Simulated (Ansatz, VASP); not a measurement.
# LiF in VASP and in Ansatz

Contents of INCAR:

```
PREC = Accurate ; ENCUT = 520
EDIFF = 1E-7 ; ISMEAR = -1
SIGMA = 0.02 ; LREAL = False
LASPH = True ; NELM = 80
ALGO = Normal ; ISIF = 2
LWAVE = False ; LCHARG = False
GGA = PE ; NBANDS = 12
```

Contents of KPOINTS:

```
regular mesh
0
Gamma
  10 10 10
```

The input POSCAR:

```
LiF
1.0
    0.0000000000      1.9951010462      1.9951010462
    1.9951010462      0.0000000000      1.9951010462
    1.9951010462      1.9951010462      0.0000000000
Li F
1 1
Direct
    0.0000000000      0.0000000000      0.0000000000
    0.5000000000      0.5000000000      0.5000000000
```

Input for Ansatz:

```yaml
crystal:
  lattice:
    - [0.0, 1.9951010462, 1.9951010462]
    - [1.9951010462, 0.0, 1.9951010462]
    - [1.9951010462, 1.9951010462, 0.0]
  atoms:
    - { symbol: Li, position: [0.0, 0.0, 0.0] }
    - { symbol: F, position: [0.5, 0.5, 0.5] }
kpoints:
  mp_grid: { grid: [10, 10, 10] }
  band_path:
    path:
      - [[0.0, 0.0, 0.0], [0.5, -1.572230181226e-34, 0.5], [0.625, 0.25, 0.625]]
      - [[0.375, 0.375, 0.75], [0.0, 0.0, 0.0], [0.5, 0.5, 0.5], [0.5, 0.25, 0.75], [0.5, -1.572230181226e-34, 0.5]]
    npoints: 10
hamiltonian:
  xc: pbe
scf:
  occupations: { method: fermi_dirac, width: 0.02 }
  n_extra_bands: 4
output:
  forces: true
  stress: true
  eigenvalues: true
```

The cell is a database's computed one.

Alike in both runs: task single point; functional PBE; k mesh 10 × 10 × 10; occupations fermi-dirac, width 0.02 eV; no spin polarisation.

|  | VASP | Ansatz |
| --- | --- | --- |
| version | VASP 6.6.1 | Ansatz 0.2.0 |
| potentials or method | VASP PAW PBE potentials, release 64 (Li_sv, F) | plane waves, PAW |
| plane-wave cutoff (eV) | 520 | 420 |
| valence electrons in the cell | 10 | 10 |

VASP gave:

| Item | Value |
| --- | --- |
| gap on the k mesh at the Fermi level (eV) | 9.35 |

Task: Estimate Ansatz's values.

Result: gap on the k mesh at the Fermi level (eV): 9.34.

 Expect the measured gap to be larger: semilocal functionals such as PBE lack the derivative discontinuity. A k mesh can miss the band edges.
